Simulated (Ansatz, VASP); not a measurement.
WSe2: VASP beside Ansatz

The input INCAR:

```
ALGO = Normal ; EDIFF = 1E-6
ENCUT = 520 ; GGA = PE
ISIF = 2 ; ISMEAR = 0
IVDW = 12 ; LASPH = True
LCHARG = False ; LREAL = False
LWAVE = False ; NBANDS = 35
NELM = 80 ; PREC = Accurate
SIGMA = 0.1
```

File KPOINTS:

```
k-points
0
Gamma
  6 6 1
```

Contents of POSCAR:

```
WSe2
1.0
    3.3178532690      0.0000000000      0.0000000000
   -1.6589266345      2.8733452170      0.0000000000
    0.0000000000      0.0000000000     24.0685192700
W Se
2 4
Direct
    0.6666666700      0.3333333300      0.1415375200
    0.3333333300      0.6666666700      0.8584624800
    0.3333333300      0.6666666700      0.2105944900
    0.6666666700      0.3333333300      0.9275621000
    0.3333333300      0.6666666700      0.0724379000
    0.6666666700      0.3333333300      0.7894055100
```

Input for Ansatz:

```yaml
crystal:
  lattice:
    - [3.317853269, 0.0, 0.0]
    - [-1.6589266345, 2.873345217, 0.0]
    - [0.0, 0.0, 24.06851927]
  atoms:
    - { symbol: W, position: [0.66666667, 0.33333333, 0.14153752] }
    - { symbol: W, position: [0.33333333, 0.66666667, 0.85846248] }
    - { symbol: Se, position: [0.33333333, 0.66666667, 0.21059449] }
    - { symbol: Se, position: [0.66666667, 0.33333333, 0.9275621] }
    - { symbol: Se, position: [0.33333333, 0.66666667, 0.0724379] }
    - { symbol: Se, position: [0.66666667, 0.33333333, 0.78940551] }
basis:
  ecutwfc: 420
kpoints:
  mp_grid: { grid: [6, 6, 1] }
hamiltonian:
  xc: pbe
  dispersion: d3bj
scf:
  occupations: { method: gaussian, width: 0.1 }
output:
  forces: true
  stress: true
  eigenvalues: true
```

Alike in both runs: task single point; functional PBE; dispersion D3(BJ); k mesh 6 × 6 × 1; occupations gaussian, width 0.1 eV; no spin polarisation.

|  | VASP | Ansatz |
| --- | --- | --- |
| version | VASP 6.6.1 | Ansatz 0.2.0 |
| potentials or method | VASP PAW PBE potentials, release 64 (W_sv, Se) | scalar-relativistic, plane waves, PAW |
| plane-wave cutoff (eV) | 520 | 420 |
| valence electrons in the cell | 52 | 92 |

```csv
,VASP,Ansatz,Ansatz less VASP
gap on the k mesh at the Fermi level (eV),1.47,1.48,+0.008
least direct gap on the mesh (eV),1.49,1.49,+0.003
rms of the force components (eV/Å),0.128,0.106,-0.0213
```

Atom by atom the forces differ by 0.022 eV/Å (rms over components). The two sets of potentials don't hold the same shells in valence.

Caveats: spin-orbit coupling is left out, which moves the levels of the heavy elements.
